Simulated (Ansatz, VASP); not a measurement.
# PtS2: VASP beside Ansatz

```
Pt S
1.0
     3.58331    0.00000    0.00000
    -1.79165    3.10324    0.00000
     0.00000    0.00000    4.66227
Pt S
1 2
Direct
  0.00000 0.00000 0.00000
  0.33333 0.66667 0.25875
  0.66667 0.33333 0.74125
```

Alike in both runs: functional PBE; dispersion D3(BJ); k mesh 12 × 12 × 8; occupations gaussian, width 0.02 eV; no spin polarisation.

Ansatz relaxed the structure, and its values are those at the end. VASP's run is a single point on that final structure, the one shown.

|  | VASP | Ansatz |
| --- | --- | --- |
| version | VASP 6.6.1 | Ansatz 0.2.0 |
| potentials or method | VASP PAW PBE potentials, release 64 (Pt, S) | scalar-relativistic, plane waves, PAW |
| plane-wave cutoff (eV) | 520 | 420 |
| valence electrons in the cell | 22 | 30 |

|  | VASP | Ansatz | Ansatz less VASP |
| --- | --- | --- | --- |
| gap on the k mesh at the Fermi level (eV) | 0.07 | 0.06 | -0.011 |
| least direct gap on the mesh (eV) | 0.69 | 0.69 | -0.006 |
| pressure (GPa) | -0.5 | 0.0 | +0.45 |
| rms of the force components (eV/Å) | 0.020 | 0.002 | -0.0190 |

The two sets of potentials don't hold the same shells in valence.

Caveats: spin-orbit coupling is left out, which moves the levels of the heavy elements.
